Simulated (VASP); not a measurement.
# Si (Fd-3m) in VASP: notebook

The runs below take Si through single point, with LDA.

All numbers are computed with VASP 6.6.1; they aren't measurements. Logs are shortened: lines on timing, memory, paths and dates and some standing lists are left out, and cuts for length are marked.

**1. The undisturbed crystal**

It takes space group Fd-3m (No. 227, cubic). The conventional cell has a = 5.444 Å, b = 5.444 Å, c = 5.444 Å, α = 90.00°, β = 90.00°, γ = 90.00°. Si (site symmetry -43m) is surrounded by 4 Si at 2.36 Å.

**2. Single point, LDA (grid = ENCUT=300 dk=0.45 cell=2x2x1 ISMEAR=0 SIGMA=0.05 LREAL=Auto EDIFF=1e-06)**

Contents of INCAR:

```
SYSTEM = Si7Ge
PREC = Accurate
ENCUT = 300
EDIFF = 1E-6
ISMEAR = 0
SIGMA = 0.05
LREAL = Auto
LASPH = .True.
NELM = 120
ALGO = Fast
ISIF = 2
LWAVE = .False.
LCHARG = .False.
NBANDS = 29
```

Contents of KPOINTS:

```
Automatic mesh
0
Gamma
  5 5 5
  0 0 0
```

Contents of POSCAR:

```
Si7Ge
1.0
    0.0000000000      5.4437023730      5.4437023730
    5.4437023730      0.0000000000      5.4437023730
    2.7218511865      2.7218511865      0.0000000000
Ge Si
1 7
Direct
    0.2500000000      0.2500000000      0.5000000000
    0.2500000000      0.7500000000      0.5000000000
    0.7500000000      0.2500000000      0.5000000000
    0.7500000000      0.7500000000      0.5000000000
    0.3750000000      0.3750000000      0.7500000000
    0.3750000000      0.8750000000      0.7500000000
    0.8750000000      0.3750000000      0.7500000000
    0.8750000000      0.8750000000      0.7500000000
```

Potentials or basis: VASP PAW LDA potentials, release 64 (Ge_d, Si).

Launch:

```bash
$ cat potpaw_LDA.64/Ge_d/POTCAR potpaw_LDA.64/Si/POTCAR > POTCAR
$ mpirun -np 1 vasp_std > vasp.out
```

OUTCAR:

```text
SYSTEM = Si7Ge
   PREC = Accurate
   ENCUT = 300
   EDIFF = 1E-6
   ISMEAR = 0
   LREAL = Auto
   LASPH = .True.
   NELM = 120
   ISIF = 2

 Found     27 irreducible k-points:

 Following reciprocal coordinates:
            Coordinates               Weight
  0.000000  0.000000  0.000000      1.000000
  0.200000  0.000000  0.000000      4.000000
  0.400000  0.000000  0.000000      4.000000
  0.200000  0.200000  0.000000      2.000000
  0.400000  0.200000  0.000000      4.000000
 -0.400000  0.200000  0.000000      4.000000
   k-points           NKPTS =     27   k-points in BZ     NKDIM =     27   number of bands    NBANDS=     29
   number of dos      NEDOS =    301   number of ions     NIONS =      8
   total plane-waves  NPLWV =  55296
   dimension x,y,z NGX =    48 NGY =   48 NGZ =   24
   dimension x,y,z NGXF=    96 NGYF=   96 NGZF=   48
   ions per type =               1   7
   NGX,Y,Z   is equivalent  to a cutoff of  10.37, 10.37, 10.37 a.u.
   NGXF,Y,Z  is equivalent  to a cutoff of  20.73, 20.73, 20.73 a.u.
 SYSTEM =  Si7Ge
   PREC   = accura    normal or accurate (medium, high low for compatibility)
   ISTART =      0    job   : 0-new  1-cont  2-samecut
   ICHARG =      2    charge: 1-file 2-atom 10-const
   ISPIN  =      1    spin polarized calculation?
   LNONCOLLINEAR =      F non collinear calculations
   LSORBIT =      F    spin-orbit coupling
   LASPH  =      T    aspherical Exc in radial PAW
   ENCUT  =  300.0 eV  22.05 Ry    4.70 a.u.  10.87 10.87  5.44*2*pi/ulx,y,z
   NELM   =    120;   NELMIN=  2; NELMDL= -5     # of ELM steps
   EDIFF  = 0.1E-05   stopping-criterion for ELM
   LREAL  =      T    real-space projection
   EDIFFG = 0.1E-04   stopping-criterion for IOM
   NSW    =      0    number of steps for IOM
   IBRION =     -1    ionic relax: 0-MD 1-quasi-New 2-CG
   NFREE  =      0    steps in history (QN), initial steepest desc. (CG)
   ISIF   =      2    stress and relaxation
   ISYM   =      2    0-nonsym 1-usesym 2-fastsym
   POTIM  = 0.5000    time-step for ionic-motion
   TEBEG  =    0.0;   TEEND  =   0.0 temperature during run
   PSTRESS=    0.0 pullay stress
   NELECT =      42.0000    total number of electrons
   NUPDOWN=      -1.0000    fix difference up-down
   EMIN   =  10.00;   EMAX   =-10.00  energy-range for DOS
   EFERMI =   0.00;   METHOD = LEGACY
   ISMEAR =     0;   SIGMA  =   0.05  broadening in eV -4-tet -1-fermi 0-gaus
   EFERMI_NEDOS =   21; number of points for ismear=-14 and -15
   IALGO  =     68    algorithm
   IMIX   =      4    mixing-type and parameters
     AMIX     =   0.40;   BMIX     =  1.00
     AMIX_MAG =   1.60;   BMIX_MAG =  1.00
  volume/ion in A,a.u.               =      20.16       136.08
  Fermi-wavevector in a.u.,A,eV,Ry     =   1.045354  1.975433 14.867982  1.092766
  Thomas-Fermi vector in A             =   2.180146
   LORBIT       =      0    0 simple, 1 ext, 2 COOP (PROOUT), +10 PAW based schemes
   GGA     = CA    functional components
   LHFCALC =     F    Hartree Fock is set to
   AEXX    =    0.0000 exact exchange contribution
   IVDW    =     0    specifies the selected vdW correction
   LEPSILON=     F    determine dielectric tensor
   LRPA    =     F    only Hartree local field effects (RPA)
 non-spin polarized calculation
 RMM-DIIS sequential band-by-band and
 Gauss-broadening in eV      SIGMA  =   0.05
  energy-cutoff  :      300.00
  volume of cell :      161.32
 maximum number of plane-waves:      1951
 NGX is ok and might be reduce to    48
   NGX = 21   NGY = 21   NGZ = 11

 number of electron      42.0000021 magnetization

 Free energy of the ion-electron system (eV)
  ---------------------------------------------------
  ext. energy  EPLUGINS =         0.00000000
  ---------------------------------------------------
  free energy    TOTEN  =       -46.79099527 eV

  energy without entropy =      -46.79099527  energy(sigma->0) =      -46.79099527

 E-fermi :   5.9534     XC(G=0):  -9.7367

 val. band max:        5.7264166044   @ k =   0.0000   0.0000   0.0000
 cond. band min:       6.1832136748   @ k =   0.2000   0.2000   0.0000
 fundamental gap:      0.4567970704
 Fermi energy:         5.9534292233

 k-point     1 :       0.0000    0.0000    0.0000
  band No.  band energies     occupation
      1     -18.6391      2.00000
      2     -18.6378      2.00000
      3     -18.6317      2.00000
      4     -18.6086      2.00000
      5     -18.6032      2.00000
      6      -6.4540      2.00000
[... 21 lines left out ...]
     28       8.2449      0.00000
     29       8.6130      0.00000

 k-point     2 :       0.2000    0.0000    0.0000
  band No.  band energies     occupation
      1     -18.6388      2.00000
      2     -18.6374      2.00000
      3     -18.6314      2.00000
      4     -18.6081      2.00000
      5     -18.6028      2.00000
      6      -6.3280      2.00000
[... 21 lines left out ...]
     28       8.5443      0.00000
     29       9.0224      0.00000

 k-point     3 :       0.4000    0.0000    0.0000
  band No.  band energies     occupation
      1     -18.6389      2.00000
      2     -18.6375      2.00000
      3     -18.6314      2.00000
      4     -18.6082      2.00000
      5     -18.6028      2.00000
      6      -5.9752      2.00000
[... 21 lines left out ...]
     28       9.0845      0.00000
     29       9.2881      0.00000

 k-point     4 :       0.2000    0.2000    0.0000
  band No.  band energies     occupation
      1     -18.6387      2.00000
      2     -18.6374      2.00000
      3     -18.6315      2.00000
      4     -18.6080      2.00000
      5     -18.6028      2.00000
      6      -6.2850      2.00000
[... 21 lines left out ...]
     28       9.0396      0.00000
     29       9.1806      0.00000

 k-point     5 :       0.4000    0.2000    0.0000
  band No.  band energies     occupation
      1     -18.6388      2.00000
      2     -18.6374      2.00000
      3     -18.6312      2.00000
      4     -18.6081      2.00000
      5     -18.6028      2.00000
      6      -6.0017      2.00000
[... 21 lines left out ...]
     28       9.3107      0.00000
     29       9.4854      0.00000

 k-point     6 :      -0.4000    0.2000    0.0000
  band No.  band energies     occupation
      1     -18.6388      2.00000
      2     -18.6373      2.00000
      3     -18.6314      2.00000
      4     -18.6082      2.00000
      5     -18.6027      2.00000
      6      -5.7517      2.00000
[... 21 lines left out ...]
     28       9.4079      0.00000
     29       9.7447      0.00000

 [... further k-points ...]

------------------------ aborting loop because EDIFF is reached ----------------------------------------

  FORCE on cell =-STRESS in cart. coord.  units (eV):
  Direction    XX          YY          ZZ          XY          YZ          ZX
  --------------------------------------------------------------------------------------
  -------------------------------------------------------------------------------------
  Total       -1.0465282     -1.0465282     -1.3783676      0.2186260      0.0000000      0.0000000
  in kB      -10.3938964    -10.3938964    -13.6896557      2.1713470      0.0000000      0.0000000
  external PRESSURE =     -11.4924829 kB  Pullay stress =       0.0000000 kB

 VOLUME and BASIS-vectors are now :
 -----------------------------------------------------------------------------
  energy-cutoff  :      300.00
  volume of cell :      161.32
      direct lattice vectors                 reciprocal lattice vectors
     0.000000000  5.443702373  5.443702373    -0.091849254  0.091849254  0.091849254
     5.443702373  0.000000000  5.443702373     0.091849254 -0.091849254  0.091849254
     2.721851186  2.721851186  0.000000000     0.183698507  0.183698507 -0.183698507

 POSITION                                       TOTAL-FORCE (eV/Angst)
 -----------------------------------------------------------------------------------
      2.72185      2.72185      2.72185         0.000000      0.000000      0.029865
      5.44370      2.72185      5.44370        -0.019950      0.019950      0.006037
      2.72185      5.44370      5.44370         0.019950     -0.019950      0.006037
      5.44370      5.44370      8.16555         0.000000      0.000000     -0.012355
      4.08278      4.08278      4.08278         0.000000      0.000000      0.441667
      6.80463      4.08278      6.80463        -0.224606      0.224606     -0.232146
      4.08278      6.80463      6.80463         0.224606     -0.224606     -0.232146
      6.80463      6.80463      9.52648         0.000000      0.000000     -0.006959
 -----------------------------------------------------------------------------------
    total drift:                                0.000003      0.000003      0.000114

  FREE ENERGIE OF THE ION-ELECTRON SYSTEM (eV)
  ---------------------------------------------------
  free  energy   TOTEN  =       -46.7909952671 eV

  energy  without entropy=      -46.7909952671  energy(sigma->0) =      -46.79099527
```

Wall time 50 s (1 thread of Intel Xeon 6975P-C (Granite Rapids), shared host); peak memory 0.19 GiB.

The run converged, but a check on its numbers failed (symmetry, net force, bounds or a known fault of this set-up), so they aren't taken as properties of the crystal.

Caveat: the cutoff lies under the usual one of these potentials, so the numbers hold a large basis-set error.

**3. Single point, LDA (grid = ENCUT=350 dk=0.45 cell=2x2x1 ISMEAR=0 SIGMA=0.05 LREAL=Auto EDIFF=1e-06)**

INCAR, as its differences from that of step 2:

```diff
@@ -2,3 +2,3 @@
 PREC = Accurate
-ENCUT = 300
+ENCUT = 350
 EDIFF = 1E-6
```

KPOINTS is that of step 2.

POSCAR is that of step 2.

Potentials or basis: VASP PAW LDA potentials, release 64 (Ge_d, Si).

Launch:

```bash
$ cat potpaw_LDA.64/Ge_d/POTCAR potpaw_LDA.64/Si/POTCAR > POTCAR
$ mpirun -np 1 vasp_std > vasp.out
```

Run time: 48 s. Hardware: 1 thread of Intel Xeon 6975P-C (Granite Rapids), shared host; peak memory 0.2 GiB.

The run converged, but some of its settings lie outside the range that counts as converged, so its numbers aren't taken as properties of the crystal.

Results:

```yaml
Free_energy: -46.8125 eV
Largest_force: 0.443 eV/Å
Band_gap_on_the_k_mesh: 0.45 eV, indirect (least direct gap 0.54 eV)
```

Caveat: the cutoff is under 1.25 times the usual one of these potentials, so pressure, stress and relaxed cells hold a basis-set (Pulay) error.

**4. Single point, LDA (grid = ENCUT=400 dk=0.45 cell=2x2x1 ISMEAR=0 SIGMA=0.05 LREAL=Auto EDIFF=1e-06)**

INCAR, as its differences from that of step 3:

```diff
@@ -2,3 +2,3 @@
 PREC = Accurate
-ENCUT = 350
+ENCUT = 400
 EDIFF = 1E-6
```

KPOINTS is that of step 3.

POSCAR is that of step 3.

Launch:

```bash
$ cat potpaw_LDA.64/Ge_d/POTCAR potpaw_LDA.64/Si/POTCAR > POTCAR
$ mpirun -np 1 vasp_std > vasp.out
```

It took 79 s on 1 thread of Intel Xeon 6975P-C (Granite Rapids), shared host; peak memory 0.22 GiB.

The run converged, but some of its settings lie outside the range that counts as converged, so its numbers aren't taken as properties of the crystal.

Results:

```yaml
Free_energy: -46.8186 eV
Pressure: -0.9 GPa
Largest_force: 0.442 eV/Å
Band_gap_on_the_k_mesh: 0.45 eV, indirect (least direct gap 0.54 eV)
```

**5. Single point, LDA (grid = ENCUT=350 dk=0.35 cell=2x2x1 ISMEAR=0 SIGMA=0.05 LREAL=Auto EDIFF=1e-06)**

INCAR, as its differences from that of step 4:

```diff
@@ -2,3 +2,3 @@
 PREC = Accurate
-ENCUT = 400
+ENCUT = 350
 EDIFF = 1E-6
```

Contents of KPOINTS:

```
Automatic mesh
0
Gamma
  6 6 6
  0 0 0
```

POSCAR is that of step 4.

Launch:

```bash
$ cat potpaw_LDA.64/Ge_d/POTCAR potpaw_LDA.64/Si/POTCAR > POTCAR
$ mpirun -np 1 vasp_std > vasp.out
```

Run time: 85 s. Hardware: 1 thread of Intel Xeon 6975P-C (Granite Rapids), shared host; peak memory 0.23 GiB.

The run converged, but some of its settings lie outside the range that counts as converged, so its numbers aren't taken as properties of the crystal.

Results:

| Quantity | Value |
| --- | --- |
| Free energy | -46.8443 eV |
| Largest force | 0.444 eV/Å |
| Band gap on the k mesh | 0.45 eV, indirect (least direct gap 0.54 eV) |

Caveat: the cutoff is under 1.25 times the usual one of these potentials, so pressure, stress and relaxed cells hold a basis-set (Pulay) error.

**6. Single point, LDA (grid = ENCUT=500 dk=0.45 cell=2x2x1 ISMEAR=0 SIGMA=0.05 LREAL=Auto EDIFF=1e-06)**

INCAR, as its differences from that of step 5:

```diff
@@ -2,3 +2,3 @@
 PREC = Accurate
-ENCUT = 350
+ENCUT = 500
 EDIFF = 1E-6
```

Contents of KPOINTS:

```
Automatic mesh
0
Gamma
  5 5 5
  0 0 0
```

POSCAR is that of step 5.

Potentials or basis: VASP PAW LDA potentials, release 64 (Ge_d, Si).

Launch:

```bash
$ cat potpaw_LDA.64/Ge_d/POTCAR potpaw_LDA.64/Si/POTCAR > POTCAR
$ mpirun -np 1 vasp_std > vasp.out
```

It took 77 s on 1 thread of Intel Xeon 6975P-C (Granite Rapids), shared host; peak memory 0.25 GiB.

The run converged, but some of its settings lie outside the range that counts as converged, so its numbers aren't taken as properties of the crystal.

Results:

```yaml
Free_energy: -46.8190 eV
Pressure: -0.9 GPa
Largest_force: 0.443 eV/Å
Band_gap_on_the_k_mesh: 0.45 eV, indirect (least direct gap 0.53 eV)
```
